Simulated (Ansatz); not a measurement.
The system is HfO2.

```
Hf O
1.0
     0.00000    2.55750    2.55750
     2.55750    0.00000    2.55750
     2.55750    2.55750    0.00000
Hf O
1 2
Cartesian
  0.0000 0.0000 0.0000
  3.8363 3.8363 3.8363
  1.2788 1.2788 1.2788
```

Measurements of this composition are mostly on another form, of space group No. 14.

| Property | Result |
| --- | --- |
| Program | Ansatz 0.2.0 |
| Task | relaxation of cell and atoms |
| Functional | HISS |
| Potentials or basis | Ansatz PAW |
| Cutoff | 420 eV (not typed: the program's choice for these potentials) |
| k mesh | 5 × 5 × 5 |
| Occupations | fermi-dirac, width 0.05 eV |
| Spin | no spin polarisation |

At the start: volume 11.15 Å³/atom.

Problem. Where does the relaxation end?

Solution. It ends after 7 steps and the volume is 10.70 Å³/atom (-4.1 %); space group Fm-3m (No. 225, to 0.05 Å).

Step by step:
| step | energy change (eV) | largest force (eV/Å) | volume (Å³) |
| --- | --- | --- | --- |
| 1 | 0.0000 | 0.0000 | 33.46 |
| 2 | -0.0500 | 0.0000 | 31.68 |
| 3 | -0.0533 | 0.0000 | 32.15 |
| 4 | -0.0535 | 0.0000 | 32.12 |
| 5 | -0.0482 | 0.0000 | 32.12 |
| 6 | -0.0484 | 0.0000 | 32.09 |
| 7 | -0.0484 | 0.0000 | 32.09 |

Final structure:
```xyz
3
Lattice="0.0000 2.5222 2.5222 2.5222 0.0000 2.5222 2.5222 2.5222 0.0000" Properties=species:S:1:pos:R:3 pbc="T T T"
Hf    0.0000    0.0000    0.0000
O     3.7833    3.7833    3.7833
O     1.2611    1.2611    1.2611
```

Caveat: the k mesh is coarse (spacing up to 0.43 Å⁻¹), so the values aren't converged, least of all with exact exchange; the plane-wave basis is chosen anew once the cell has moved, so the energies of steps on either side of that aren't comparable; the pressure holds a Pulay correction of +0.8 GPa for the finite cutoff; the PAW data sets come from PBE, with cores solved anew for the run's functional, which leaves a small shift of forces and pressure.
